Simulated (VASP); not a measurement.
**WC (Qusongite): single point with r2SCAN**

WC (Qusongite):

```
CELL_PARAMETERS angstrom
2.91210 0.00000 0.00000
-1.45605 2.52195 0.00000
0.00000 0.00000 2.83611
ATOMIC_POSITIONS crystal
W 0.00000 0.00000 0.00000
C 0.66667 0.33333 0.50000
```

```json
{
 "Program": "VASP 6.6.1",
 "Task": "single point",
 "Functional": "r2SCAN",
 "Potentials or basis": "VASP PAW PBE potentials, release 64 (W_sv, C)",
 "Cutoff": "520 eV",
 "k mesh": "18 × 18 × 14",
 "Occupations": "gaussian, width 0.1 eV",
 "Spin": "no spin polarisation",
 "Dipole correction": "no",
 "Further INCAR settings": "ALGO = Normal; EDIFF = 1e-07; NBANDS = 16"
}
```

| Item | Value |
| --- | --- |
| Pressure | 1.9 GPa |
| Band gap on the k mesh | none (metal or under the smearing width) |

Stress tensor (GPa, compression positive):
```
1.81 0.00 0.00
0.00 1.81 0.00
0.00 0.00 2.18
```

Levels at points of the mesh, in eV from the Fermi level:
```
           k point  band 5  band 6  band 7  band 8  band 9  band 10  band 11  band 12  band 13  band 14
(0.00, 0.00, 0.00)  -15.20   -4.45   -3.47   -3.47    0.14     3.42     3.42     5.97     5.97     6.78
(0.50, 0.00, 0.00)  -11.80   -7.30   -3.71   -3.66   -0.50     2.51     4.72     5.09     7.29    10.16
(0.00, 0.00, 0.50)  -11.10   -8.97   -2.09   -2.09   -0.55    -0.55     3.86     4.84     4.84    10.57
(0.50, 0.00, 0.50)  -11.98   -6.69   -4.47   -4.34    0.23     4.59     5.49     6.96     9.65    10.72
```

Run time: 4.2 min on 1 thread of Intel(R) Xeon(R) Platinum 8259CL CPU @ 2.50GHz (Skylake/Cascade Lake) (shared host), peak memory 0.22 GiB.

Caveat: the PAW data sets were made with another functional, which shifts forces and pressure a little. The run has no spin-orbit coupling, so splittings on W are missing.
